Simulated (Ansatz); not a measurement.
# TiC: the change of pressure and energy less free atoms with volume per atom

Results calculated with Ansatz 0.2.0, not measured. Periodic Kohn-Sham DFT of a crystal at fixed atoms; pressure and stress are positive in compression; the energy is the free energy less that of spherical unpolarised free atoms; site moments are those in the method's own spheres, positive along +z.

Cell of the first row (space group Fm-3m, No. 225):
```
TiC
1.0
      0.0000     2.1198     2.1198
      2.1198     0.0000     2.1198
      2.1198     2.1198     0.0000
Ti C
1 1
Direct
  0.00000 0.00000 0.00000
  0.50000 0.50000 0.50000
```

Settings of every row: method all-electron LAPW; functional PBE; relativity scalar; k mesh 16x16x16; filling fermi-dirac; smearing width 0.03 eV; basis error target 1 meV/atom; nucleus gaussian.

Atom start moment: 0 on all atoms.

```
row  volume per atom (Å³)  pressure (GPa)  energy less free atoms (eV/atom)
  1                 9.526          18.615                           -8.7673
  2                 9.531          18.444                           -8.7679
  3                 9.728          12.085                           -8.7866
  4                  9.83               ?                                 ?
  5                 9.931            6.18                           -8.7981
  6                10.134           0.837                           -8.8025
  7                10.235           -1.64                           -8.8022
  8                10.336          -3.996                           -8.8005
  9                10.438          -6.237                           -8.7972
 10                10.539          -8.368                           -8.7926
 11                10.742         -12.322                           -8.7795
```

Question: what pressure and energy less free atoms should row 4 give?

Worked fit of pressure. Take u = (V_r/V)^(2/3) − 1 with V_r = 10.184 Å³ an atom, which is twice the finite (Eulerian) strain; such expansions in the strain, on which the Birch-Murnaghan equation of state is built, carry the rest volume and the bulk modulus. The shown rows have u = 0.04553, 0.04517, 0.03101, 0.01691, 0.00329, -0.00332, -0.00983, -0.01629, -0.02258, -0.03494. Least squares give pressure = −0.4116 + 374.049 × u + 957.83 × u² GPa; a straight line predicts inner rows, each left out in turn, worse (root mean square 0.57 against 0.014 GPa). The rows lie off it by 0.011, 0.006, -0.024, -0.007, 0.008, 0.003, 0.000, 0.014, 0.001, -0.010 (root mean square 0.011 GPa). The pressure vanishes at u = 0.0011, or V = 10.17 Å³ an atom, and there the bulk modulus at fixed shape and fractions is B = −V dP/dV = (2/3)(1 + u) dP/du = 251 GPa. The withheld row has u = 0.02387, so the fit gives −0.4116 + 374.049 × (0.02387) + 957.83 × (0.02387)² = 9.063 GPa.

The calculation gave 9.058 GPa. The fit lies 0.005 GPa (0.016 % of the column's range) above it; its largest miss of a shown row is 0.024 GPa.

Worked fit of energy less free atoms. Take u = (V_r/V)^(2/3) − 1 with V_r = 10.184 Å³ an atom, which is twice the finite (Eulerian) strain; such expansions in the strain, on which the Birch-Murnaghan equation of state is built, carry the rest volume and the bulk modulus. The shown rows have u = 0.04553, 0.04517, 0.03101, 0.01691, 0.00329, -0.00332, -0.00983, -0.01629, -0.02258, -0.03494. Least squares give energy less free atoms = −8.80256 − 0.0376 × u + 17.823 × u² eV/atom; a straight line predicts inner rows, each left out in turn, worse (root mean square 0.011 against 2.7e-05 eV/atom). All shown rows lie on it to the printed digit. Its lowest point lies at u = 0.0011, or V = 10.17 Å³ an atom, and the curvature there gives the bulk modulus at fixed shape and fractions, B = (4/9)(1 + u)² E″(u)/V = 250 GPa. The withheld row has u = 0.02387, so the fit gives −8.80256 − 0.0376 × (0.02387) + 17.823 × (0.02387)² = -8.7933 eV/atom.

The calculation gave -8.7933 eV/atom. The fit meets it to the printed digit.
